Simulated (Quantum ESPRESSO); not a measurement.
# InPd (Pm-3m) in Quantum ESPRESSO: notebook, part 2 of 3

Quantum ESPRESSO 7.5. Earlier steps stand in the parts before.

### Step 3. Phonons, PBEsol, target pressure 5 GPa, at which the enthalpy is minimised

pw.in reads:

```
&CONTROL
  calculation = 'scf'
  prefix = 'pwscf'
  outdir = './tmp'
  pseudo_dir = './pseudo'
  tprnfor = .true.
  tstress = .true.
  disk_io = 'low'
/
&SYSTEM
  ibrav = 0
  nat = 2
  ntyp = 2
  ecutwfc = 45
  ecutrho = 360
  nbnd = 22
  occupations = 'smearing'
  smearing = 'mv'
  degauss = 0.01469973
/
&ELECTRONS
  conv_thr = 4d-10
  electron_maxstep = 120
  mixing_beta = 0.5
/
ATOMIC_SPECIES
In   114.8180 in_pbesol_v1.4.uspp.F.UPF
Pd   106.4200 pd_pbesol_v1.4.uspp.F.UPF
CELL_PARAMETERS bohr
   6.1829661455    0.0000000000    0.0000000000
   0.0000000000    6.1829661455    0.0000000000
   0.0000000000    0.0000000000    6.1829661455
ATOMIC_POSITIONS bohr
In     0.0000000000    0.0000000000    0.0000000000
Pd     3.0914830728    3.0914830728    3.0914830728
K_POINTS automatic
8 8 8 0 0 0
```

relax.in reads:

```
&CONTROL
  calculation = 'vc-relax'
  prefix = 'pwscf'
  outdir = './tmp'
  pseudo_dir = './pseudo'
  tprnfor = .true.
  tstress = .true.
  disk_io = 'low'
  nstep = 40
  forc_conv_thr = 0.0001
  etot_conv_thr = 1d-06
/
&SYSTEM
  ibrav = 0
  nat = 2
  ntyp = 2
  ecutwfc = 45
  ecutrho = 360
  nbnd = 22
  occupations = 'smearing'
  smearing = 'mv'
  degauss = 0.01469973
/
&ELECTRONS
  conv_thr = 4d-10
  electron_maxstep = 120
  mixing_beta = 0.5
/
&IONS
  ion_dynamics = 'bfgs'
/
&CELL
  cell_dynamics = 'bfgs'
  press = 50
  press_conv_thr = 0.2
/
ATOMIC_SPECIES
In   114.8180 in_pbesol_v1.4.uspp.F.UPF
Pd   106.4200 pd_pbesol_v1.4.uspp.F.UPF
CELL_PARAMETERS bohr
   6.1829661455    0.0000000000    0.0000000000
   0.0000000000    6.1829661455    0.0000000000
   0.0000000000    0.0000000000    6.1829661455
ATOMIC_POSITIONS bohr
In     0.0000000000    0.0000000000    0.0000000000
Pd     3.0914830728    3.0914830728    3.0914830728
K_POINTS automatic
8 8 8 0 0 0
```

scf2.in reads:

```
&CONTROL
  calculation = 'scf'
  prefix = 'pwscf'
  outdir = './tmp'
  pseudo_dir = './pseudo'
  tprnfor = .true.
  tstress = .true.
  disk_io = 'low'
/
&SYSTEM
  ibrav = 0
  nat = 2
  ntyp = 2
  ecutwfc = 45
  ecutrho = 360
  nbnd = 22
  occupations = 'smearing'
  smearing = 'mv'
  degauss = 0.01469973
/
&ELECTRONS
  conv_thr = 1d-13
  electron_maxstep = 120
  mixing_beta = 0.5
  startingpot = 'file'
  startingwfc = 'file'
/
ATOMIC_SPECIES
In   114.8180 in_pbesol_v1.4.uspp.F.UPF
Pd   106.4200 pd_pbesol_v1.4.uspp.F.UPF
CELL_PARAMETERS bohr
   6.0573047483    0.0000000000    0.0000000000
   0.0000000000    6.0573047483    0.0000000000
   0.0000000000    0.0000000000    6.0573047483
ATOMIC_POSITIONS bohr
In     0.0000000000    0.0000000000    0.0000000000
Pd     3.0286523742    3.0286523742    3.0286523742
K_POINTS automatic
8 8 8 0 0 0
```

ph.in reads:

```
phonons of InPd
&INPUTPH
  prefix = 'pwscf'
  outdir = './tmp'
  tr2_ph = 1d-16
  fildyn = 'dyn'
  niter_ph = 60
  alpha_mix(1) = 0.4
/
0.0000000000 0.0000000000 0.0000000000
```

dynmat.in reads:

```
&INPUT
  fildyn = 'dyn'
  asr = 'crystal'
  filout = 'dynmat.disp'
  fileig = 'dynmat.eig'
/
```

Potentials or basis: GBRV 1.5 PBEsol.

On the command line:

```bash
OMP_NUM_THREADS=1 pw.x -in pw.in > pw.out
OMP_NUM_THREADS=1 pw.x -in relax.in > relax.out
OMP_NUM_THREADS=1 pw.x -in scf2.in > scf2.out
OMP_NUM_THREADS=1 ph.x -in ph.in > ph.out
OMP_NUM_THREADS=1 dynmat.x -in dynmat.in > dynmat.out
```

pw.out:

```text
This program is part of the open-source Quantum ESPRESSO suite
     for quantum simulation of materials; please cite
[... 9 lines left out ...]
     --------------------
     sticks:   dense  smooth     PW     G-vecs:    dense   smooth      PW
     Sum        1093     553    177                27201     9771    1743

     Using Slab Decomposition

     bravais-lattice index     =            0
     lattice parameter (alat)  =       6.1830  a.u.
     unit-cell volume          =     236.3690 (a.u.)^3
     number of atoms/cell      =            2
     number of atomic types    =            2
     number of electrons       =        29.00
     number of Kohn-Sham states=           22
     kinetic-energy cutoff     =      45.0000  Ry
     charge density cutoff     =     360.0000  Ry
     scf convergence threshold =      4.0E-10
     mixing beta               =       0.5000
     number of iterations used =            8  plain     mixing
     Exchange-correlation= SLA  PW   PSX  PSC
                           (   1   4  10   8   0   0   0)

     celldm(1)=   6.182966  celldm(2)=   0.000000  celldm(3)=   0.000000
     celldm(4)=   0.000000  celldm(5)=   0.000000  celldm(6)=   0.000000

     crystal axes: (cart. coord. in units of alat)
               a(1) = (   1.000000   0.000000   0.000000 )
               a(2) = (   0.000000   1.000000   0.000000 )
               a(3) = (   0.000000   0.000000   1.000000 )

     reciprocal axes: (cart. coord. in units 2 pi/alat)
               b(1) = (  1.000000  0.000000  0.000000 )
               b(2) = (  0.000000  1.000000  0.000000 )
               b(3) = (  0.000000  0.000000  1.000000 )

     PseudoPot. # 1 for In read from file:
     in_pbesol_v1.4.uspp.F.UPF
     Pseudo is Ultrasoft + core correction, Zval = 13.0
     Generated by new atomic code, or converted to UPF format
     Using radial grid of  889 points,  6 beta functions with:
                l(1) =   0
                l(2) =   0
                l(3) =   1
                l(4) =   1
                l(5) =   2
                l(6) =   2
     Q(r) pseudized with  6 coefficients,  rinner =    1.400   1.400   1.400
                                                       1.400   1.400

     PseudoPot. # 2 for Pd read from file:
     pd_pbesol_v1.4.uspp.F.UPF
     Pseudo is Ultrasoft + core correction, Zval = 16.0
     Generated by new atomic code, or converted to UPF format
     Using radial grid of  887 points,  6 beta functions with:
                l(1) =   0
                l(2) =   0
                l(3) =   1
                l(4) =   1
                l(5) =   2
                l(6) =   2
     Q(r) pseudized with  8 coefficients,  rinner =    1.130   1.130   1.130
                                                       1.130   1.130

     atomic species   valence    mass     pseudopotential
     In               13.00   114.81800     In( 1.00)
     Pd               16.00   106.42000     Pd( 1.00)

     48 Sym. Ops., with inversion, found

   Cartesian axes

     site n.     atom                  positions (alat units)
         1        In     tau(   1) = (   0.0000000   0.0000000   0.0000000  )
         2        Pd     tau(   2) = (   0.5000000   0.5000000   0.5000000  )

     number of k points=    35  Marzari-Vanderbilt smearing, width (Ry)=  0.0147
                       cart. coord. in units 2pi/alat
        k(    1) = (   0.0000000   0.0000000   0.0000000), wk =   0.0039062
        k(    2) = (   0.0000000   0.0000000   0.1250000), wk =   0.0234375
        k(    3) = (   0.0000000   0.0000000   0.2500000), wk =   0.0234375
        k(    4) = (   0.0000000   0.0000000   0.3750000), wk =   0.0234375
        k(    5) = (   0.0000000   0.0000000  -0.5000000), wk =   0.0117188
        k(    6) = (   0.0000000   0.1250000   0.1250000), wk =   0.0468750
[... 27 lines left out ...]
        k(   34) = (   0.3750000  -0.5000000  -0.5000000), wk =   0.0234375
        k(   35) = (  -0.5000000  -0.5000000  -0.5000000), wk =   0.0039062

     Dense  grid:    27201 G-vectors     FFT dimensions: (  40,  40,  40)

     Smooth grid:     9771 G-vectors     FFT dimensions: (  27,  27,  27)

     Initial potential from superposition of free atoms

     starting charge      27.0000, renormalised to      29.0000

     negative rho (up, down):  7.853E-02 0.000E+00
     Starting wfcs are   21 randomized atomic wfcs +    1 random wfcs

     Self-consistent Calculation

     iteration #  1     ecut=    45.00 Ry     beta= 0.50
     Davidson diagonalization with overlap
     ethr =  1.00E-02,  avg # of iterations =  4.6

     negative rho (up, down):  7.332E-02 0.000E+00
[... 85 lines left out ...]
     iteration # 11     ecut=    45.00 Ry     beta= 0.50
     Davidson diagonalization with overlap
     ethr =  1.08E-10,  avg # of iterations =  1.9

     negative rho (up, down):  7.571E-02 0.000E+00

     End of self-consistent calculation

          k = 0.0000 0.0000 0.0000 (  1213 PWs)   bands (ev):

   -34.1278 -34.1278 -34.1278   1.2424   1.2424   1.6554   1.6554   1.6554
     6.0049  12.3191  12.3191  13.8599  13.8599  13.8599  20.2942  20.2942
    20.2942  25.4476  26.7692  26.7692  30.9819  32.2839
[... 195 lines left out ...]
   -34.1542 -34.1542 -34.1493   1.3684   1.4006   1.4006   1.8056   1.8702
    10.9732  11.3988  11.3988  14.1566  14.4776  16.3820  18.2000  18.2000
    19.3136  20.9335  22.3815  22.3815  23.1176  30.9577

          k =-0.5000-0.5000-0.5000 (  1208 PWs)   bands (ev):

   -34.1538 -34.1538 -34.1538   1.3811   1.3811   1.3811   1.8712   1.8712
    11.2470  11.2470  11.2470  14.4837  14.4837  16.0051  19.9182  19.9182
    19.9182  20.5086  20.5086  20.5086  21.7112  30.9587

     the Fermi energy is    16.0534 ev

!    total energy              =    -331.90555181 Ry
     estimated scf accuracy    <          2.4E-11 Ry
     smearing contrib. (-TS)   =      -0.00013499 Ry
     internal energy E=F+TS    =    -331.90541682 Ry

     The total energy is F=E-TS. E is the sum of the following terms:
     one-electron contribution =     -79.82324804 Ry
     hartree contribution      =      65.59290662 Ry
     xc contribution           =     -68.69153642 Ry
     ewald contribution        =    -248.98353898 Ry

     convergence has been achieved in  11 iterations

     negative rho (up, down):  7.571E-02 0.000E+00

     Forces acting on atoms (cartesian axes, Ry/au):

     atom    1 type  1   force =     0.00000000    0.00000000    0.00000000
     atom    2 type  2   force =     0.00000000    0.00000000    0.00000000

     Total force =     0.000000     Total SCF correction =     0.000000

     Computing stress (Cartesian axis) and pressure

     negative rho (up, down):  7.571E-02 0.000E+00
          total   stress  (Ry/bohr**3)                   (kbar)     P=      -41.00
  -0.00027869   0.00000000   0.00000000          -41.00        0.00        0.00
   0.00000000  -0.00027869   0.00000000            0.00      -41.00        0.00
   0.00000000   0.00000000  -0.00027869            0.00        0.00      -41.00

=------------------------------------------------------------------------------=
   JOB DONE.
=------------------------------------------------------------------------------=
```

relax.out:

```text
This program is part of the open-source Quantum ESPRESSO suite
     for quantum simulation of materials; please cite
[... 9 lines left out ...]
     --------------------
     sticks:   dense  smooth     PW     G-vecs:    dense   smooth      PW
     Sum        1093     553    177                27201     9771    1743
[... 2306 lines left out ...]
   0.00032058   0.00000000   0.00000000           47.16        0.00        0.00
   0.00000000   0.00032058   0.00000000            0.00       47.16        0.00
   0.00000000   0.00000000   0.00032058            0.00        0.00       47.16

=------------------------------------------------------------------------------=
   JOB DONE.
=------------------------------------------------------------------------------=
```

scf2.out:

```text
This program is part of the open-source Quantum ESPRESSO suite
     for quantum simulation of materials; please cite
[... 9 lines left out ...]
     --------------------
     sticks:   dense  smooth     PW     G-vecs:    dense   smooth      PW
     Sum        1049     517    177                25677     9045    1647
[... 390 lines left out ...]
   0.00032059   0.00000000   0.00000000           47.16        0.00        0.00
   0.00000000   0.00032059   0.00000000            0.00       47.16        0.00
   0.00000000   0.00000000   0.00032059            0.00        0.00       47.16

=------------------------------------------------------------------------------=
   JOB DONE.
=------------------------------------------------------------------------------=
```

It took 2.8 min on 1 thread of Intel Xeon 6975P-C (Granite Rapids), shared host; peak memory 0.14 GiB.

Results:

```
Free energy                            : -4515.7926 eV
Relaxed volume                         : 16.47 Å³/atom
Relaxed cell                           : a = 3.205 Å, b = 3.205 Å, c = 3.205 Å, α = 90.00°, β = 90.00°, γ = 90.00°
Space group after relaxing (to 0.05 Å) : Pm-3m (No. 221)
Pressure after relaxing                : 4.7 GPa
Band gap on the k mesh                 : none (metal or under the smearing width)
Highest phonon frequency at Γ          : 160 cm⁻¹
```

The path:
```
step  energy change (eV)  largest force (eV/Å)  pressure (GPa)  volume (Å³)
   1              0.0000                0.0000           -4.10        35.03
   2             -0.0096                0.0000            2.52        33.43
   3              0.0042                0.0000            5.38        32.86
   4              0.0019                0.0000            4.99        32.94
   5              0.0019                0.0000            5.00        32.93
```

Final structure:
```
In Pd
1.0
     3.20539    0.00000    0.00000
     0.00000    3.20539    0.00000
     0.00000    0.00000    3.20539
In Pd
1 1
Cartesian
  0.0000 0.0000 0.0000
  1.6027 1.6027 1.6027
```

Phonon frequencies in cm⁻¹ (negative: imaginary):
| q point | frequencies |
| --- | --- |
| (0.000, 0.000, 0.000) | -6 -6 -6 160 160 160 |

Optical modes at Γ, degenerate ones joined:
```
cm⁻¹  components  symmetry  active in
 160           3       T1u         IR
```

Caveat: the mesh is thin for the phonons of a metal; the cell is more than 3 GPa from zero pressure, which shifts response properties.

(Continued in part 3 of 3.)
